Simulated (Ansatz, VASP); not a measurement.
## One calculation of MgS (Niningerite), two programs

File INCAR:

```
SYSTEM = MgS
  ALGO = Normal
  EDIFF = 1E-6
  ENCUT = 520
  GGA = PE
  ISIF = 2
  ISMEAR = -1
  LASPH = .TRUE.
  LCHARG = .FALSE.
  LREAL = .FALSE.
  LWAVE = .FALSE.
  NBANDS = 11
  NELM = 80
  PREC = Accurate
  SIGMA = 0.02
```

KPOINTS

```
k-points
0
G
  8 8 8
  0 0 0
```

The input POSCAR:

```
MgS
1.0
    0.0000000000      2.6015177399      2.6015177399
    2.6015177399      0.0000000000      2.6015177399
    2.6015177399      2.6015177399      0.0000000000
Mg S
1 1
Direct
    0.0000000000      0.0000000000      0.0000000000
    0.5000000000      0.5000000000      0.5000000000
```

Input for Ansatz:

```yaml
crystal:
  lattice:
    - [0.0, 2.6015177399, 2.6015177399]
    - [2.6015177399, 0.0, 2.6015177399]
    - [2.6015177399, 2.6015177399, 0.0]
  atoms:
    - { symbol: Mg, position: [0.0, 0.0, 0.0] }
    - { symbol: S, position: [0.5, 0.5, 0.5] }
kpoints:
  mp_grid: { grid: [8, 8, 8] }
  band_path:
    path:
      - [0.0, 0.0, 0.0]
      - [0.5, 0.0, 0.5]
      - [0.625, 0.25, 0.625]
      - [0.375, 0.375, 0.75]
      - [0.5, 0.5, 0.5]
      - [0.5, 0.25, 0.75]
      - [0.0, 0.5, 0.5]
    npoints: 1
hamiltonian:
  xc: pbe
scf:
  occupations: { method: fermi_dirac, width: 0.02 }
  n_extra_bands: 4
output:
  forces: true
  stress: true
  eigenvalues: true
```

Alike in both runs: task single point; functional PBE; k mesh 8 × 8 × 8; occupations fermi-dirac, width 0.02 eV; no spin polarisation.

```csv
,VASP,Ansatz
version,VASP 6.6.1,Ansatz 0.2.0
potentials or method,"VASP PAW PBE potentials, release 64 (Mg, S)","plane waves, PAW"
plane-wave cutoff (eV),520,420
valence electrons in the cell,8,16
```

```csv
,VASP,Ansatz,Ansatz less VASP
gap on the k mesh at the Fermi level (eV),2.78,2.79,+0.014
pressure (GPa),0.9,1.2,+0.30
```

The two sets of potentials don't hold the same shells in valence.

A k mesh can miss the band edges. PBE gaps usually lie below the measured ones, often by a third to a half.
